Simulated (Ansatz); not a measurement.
## HfO2 in the CdI2-type structure

Method: PBE, scalar-relativistic; no spin polarisation; PAW, 420 eV, Γ-centred 12×12×6 mesh, 0.05 eV Gaussian smearing; code Ansatz. The datasets are Ansatz's generated set soft_2.

```
Hf O
1.0
     3.25221    0.00000    0.00000
    -1.62611    2.81650    0.00000
     0.00000    0.00000    5.60170
Hf O
1 2
Direct
  0.00000 0.00000 0.00000
  0.33333 0.66667 0.17312
  0.66667 0.33333 0.82688
```

This is a trial structure; measured cells of the compound in the Crystallography Open Database are in space groups P21/c, Pbca, Fm-3m.

Cell and atoms are those of this level's equilibrium.

The cell has space group P-3m1 (read at 0.01 Å). In it the stress is -0.01, -0.01, 0.03, 0.00, 0.00, 0.00 GPa and the largest force component 0.001 eV/Å. Each change below starts from this cell, without further relaxation. Stress is in GPa, positive in compression, in the order xx, yy, zz, yz, xz, xy; energies are counted from the cell above.

What happens when atom 3 (O) is moved by 0.20 Å along x?

The energy changes by 188.1 meV per cell, and the force on it along the shift is -1.929 eV/Å (−F/u = 9.65 eV/Å²). Stress: 3.04, 1.49, 2.11, -1.36, 9.33, -2.85. The gap on the mesh goes from 4.76 eV to 4.46 eV.
```
atom  Fx (eV/Å)      Fy      Fz
 Hf1      0.775  -0.450   0.548
  O2      1.154   0.001   0.069
  O3     -1.929   0.450  -0.618
```
In a harmonic crystal the energy would rise by −½F·u = ½ × 9.65 × 0.20² eV = 192.9 meV, which matches.

One atom was moved along a Cartesian axis, and these forces appeared. Which atom, and about how far?
```
atom  Fx (eV/Å)      Fy      Fz
 Hf1      0.000   0.322  -0.432
  O2      0.000  -1.474   0.512
  O3      0.000   1.152  -0.079
```

Atom 2 (O) is moved by 0.20 Å along y; the energy changes by 158.3 meV per cell.

What stress follows from an engineering strain of -2 % in zz, atoms carried along?

1.64, 1.64, 2.09, 0.00, 0.00, 0.00 GPa; the energy changes by 6.7 meV per cell. The gap on the mesh goes from 4.76 eV to 4.83 eV.
```tsv
atom	Fx (eV/Å)	Fy	Fz
Hf1	0.000	0.000	0.000
O2	0.000	0.000	0.332
O3	0.000	0.000	-0.332
```
The change of the stress over the strain gives a clamped-atom stiffness of about 103 GPa for this component, a secant value that lies under the elastic constant in tension and over it in compression, by several per cent for each per cent of strain.
In a harmonic crystal the energy would rise by V(½Cε² − σ₀ε), with σ₀ the stress of the unstrained cell, = 6.8 meV, which matches.

What stress follows from an engineering strain of 2 % in yy, atoms carried along?

-2.25, -6.68, -1.41, -0.30, 0.00, 0.00 GPa; the energy changes by 21.9 meV per cell. The gap on the mesh goes from 4.76 eV to 4.66 eV.
```tsv
atom	Fx (eV/Å)	Fy	Fz
Hf1	0.000	0.000	0.000
O2	0.000	-0.049	-0.241
O3	0.000	0.049	0.241
```
The change of the stress over the strain gives a clamped-atom stiffness of about 334 GPa for this component, a secant value that lies under the elastic constant in tension and over it in compression, by several per cent for each per cent of strain.
In a harmonic crystal the energy would rise by V(½Cε² − σ₀ε), with σ₀ the stress of the unstrained cell, = 21.4 meV, which matches.

All atoms and the cell are disturbed at random:
```xyz
3
Lattice="3.1780 -0.0346 -0.0554 -1.6189 2.8269 0.0633 -0.0954 0.0707 5.6463" Properties=species:S:1:pos:R:3 pbc="T T T"
Hf    0.1102    0.0640    0.0426
O    -0.2019    1.8673    0.9103
O     1.5553    0.9318    4.7012
```
Give the energy change, the stress and the forces.

827.2 meV per cell; stress 24.01, 17.12, 13.15, -7.12, 15.17, -6.91 GPa. The gap on the mesh goes from 4.76 eV to 4.64 eV.
| atom | Fx (eV/Å) | Fy | Fz |
| --- | --- | --- | --- |
| Hf1 | -2.599 | 0.880 | -2.385 |
| O2 | 4.119 | -1.766 | 3.641 |
| O3 | -1.521 | 0.886 | -1.257 |

All atoms and the cell are disturbed at random:
```
CELL_PARAMETERS angstrom
3.27138 -0.03651 0.01443
-1.66731 2.82230 -0.00540
0.02486 0.00362 5.60189
ATOMIC_POSITIONS crystal
Hf 0.01776 0.08499 0.99436
O 0.36550 0.62678 0.18666
O 0.61675 0.28822 0.81899
```
Give the energy change, the stress and the forces.

602.9 meV per cell; stress 5.19, 9.84, 2.86, 4.24, -6.20, 1.47 GPa. The gap on the mesh goes from 4.76 eV to 4.88 eV.
```
atom  Fx (eV/Å)      Fy      Fz
 Hf1     -0.833  -2.782  -0.033
  O2     -0.574   1.982   0.464
  O3      1.406   0.800  -0.430
```

Kohn–Sham gaps of semilocal functionals lie under measured ones, often by a third or more. Spin–orbit coupling, which matters for such heavy elements, is left out. The structure is built of weakly bound layers, and this functional has no dispersion term, so their spacing and all that hangs on it (volume, the soft elastic constants, low modes, dielectric constants) are poorly given.
